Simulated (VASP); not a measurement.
Input of a VASP 6.6.1 run:

Contents of INCAR:

```
PREC = Accurate
ENCUT = 520
EDIFF = 1E-6
ISMEAR = -1
SIGMA = 0.05
LREAL = False
LASPH = True
NELM = 100
ALGO = Normal
ISIF = 2
LWAVE = False
LCHARG = False
LMAXMIX = 4
METAGGA = TPSS
LMIXTAU = True
```

File KPOINTS:

```
Automatic mesh
0
Gamma
  12 12 12
```

File POSCAR:

```
Pd
1.0
    0.0000000000      1.9465000000      1.9465000000
    1.9465000000      0.0000000000      1.9465000000
    1.9465000000      1.9465000000      0.0000000000
Pd
1
Direct
    0.0000000000      0.0000000000      0.0000000000
```

KPOINTS_OPT

```
path GXWKGLUWLK,UX
15
line-mode
reciprocal
 0.0000000000  0.0000000000  0.0000000000  G
 0.5000000000  0.0000000000  0.5000000000  X

 0.5000000000  0.0000000000  0.5000000000  X
 0.5000000000  0.2500000000  0.7500000000  W

 0.5000000000  0.2500000000  0.7500000000  W
 0.3750000000  0.3750000000  0.7500000000  K

 0.3750000000  0.3750000000  0.7500000000  K
 0.0000000000  0.0000000000  0.0000000000  G

 0.0000000000  0.0000000000  0.0000000000  G
 0.5000000000  0.5000000000  0.5000000000  L

 0.5000000000  0.5000000000  0.5000000000  L
 0.6250000000  0.2500000000  0.6250000000  U

 0.6250000000  0.2500000000  0.6250000000  U
 0.5000000000  0.2500000000  0.7500000000  W

 0.5000000000  0.2500000000  0.7500000000  W
 0.5000000000  0.5000000000  0.5000000000  L

 0.5000000000  0.5000000000  0.5000000000  L
 0.3750000000  0.3750000000  0.7500000000  K

 0.6250000000  0.2500000000  0.6250000000  U
 0.5000000000  0.0000000000  0.5000000000  X
```

Potentials or basis: VASP PAW PBE potentials, release 64 (Pd).

The run is started by

```sh
$ cat potpaw_PBE.64/Pd/POTCAR > POTCAR
$ mpirun -np 1 vasp_std > vasp.out
```

(1) What does it give for the pressure?

(2) Estimate the band gap along the path.

Results:

(1) 1.5 GPa.

(2) none (metal or under the smearing width).

Caveat: the PAW data sets were made with another functional, which shifts forces and pressure a little.
